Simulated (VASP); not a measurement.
Input of a VASP 6.6.1 run:

The input INCAR:

```
SYSTEM = MoS2
PREC = Accurate
ENCUT = 600
EDIFF = 1E-7
ISMEAR = 0
SIGMA = 0.03
LREAL = .FALSE.
LASPH = .TRUE.
NELM = 80
ALGO = Normal
ISIF = 3
LWAVE = .FALSE.
LCHARG = .FALSE.
METAGGA = R2SCAN
LMIXTAU = .TRUE.
IBRION = 2
NSW = 90
EDIFFG = -0.005
KPAR = 2
```

File KPOINTS:

```
regular mesh
0
G
  12 12 3
  0 0 0
```

Contents of POSCAR:

```
MoS2                                    
1.0
    3.1853172658     -0.0000000000      0.0000000000
   -1.5926586329      2.7585656713     -0.0000000000
   -0.0000000000      0.0000000000     12.9642711217
  Mo              S             
     2     4
Direct
     0.3333333332999970    0.6666666667000030    0.2500000000000000
     0.6666666667000030    0.3333333332999970    0.7500000000000000
     0.3333333332999970    0.6666666667000030    0.6302507316692370
     0.6666666667000030    0.3333333332999970    0.1302507316692368
     0.3333333332999970    0.6666666667000030    0.8697492683307630
     0.6666666667000030    0.3333333332999970    0.3697492683307630
```

Potentials or basis: VASP PAW PBE potentials, release 64 (Mo_sv, S).

The run is started by

```console
$ cat potpaw_PBE.64/Mo_sv/POTCAR potpaw_PBE.64/S/POTCAR > POTCAR
$ mpirun -np 2 vasp_std > vasp.out
```

Q: Estimate the band gap on the k mesh.

A: 1.17 eV, indirect (least direct gap 1.73 eV).

Final structure:
```
Mo S
1.0
     3.18532    0.00000    0.00000
    -1.59266    2.75857    0.00000
     0.00000    0.00000   12.96427
Mo S
2 4
Direct
  0.33333 0.66667 0.25000
  0.66667 0.33333 0.75000
  0.33333 0.66667 0.63025
  0.66667 0.33333 0.13025
  0.33333 0.66667 0.86975
  0.66667 0.33333 0.36975
```

Caveat: the relaxation stopped at its first step, so nothing moved; an odd mesh through Γ misses points on the zone boundary, where band edges often lie.
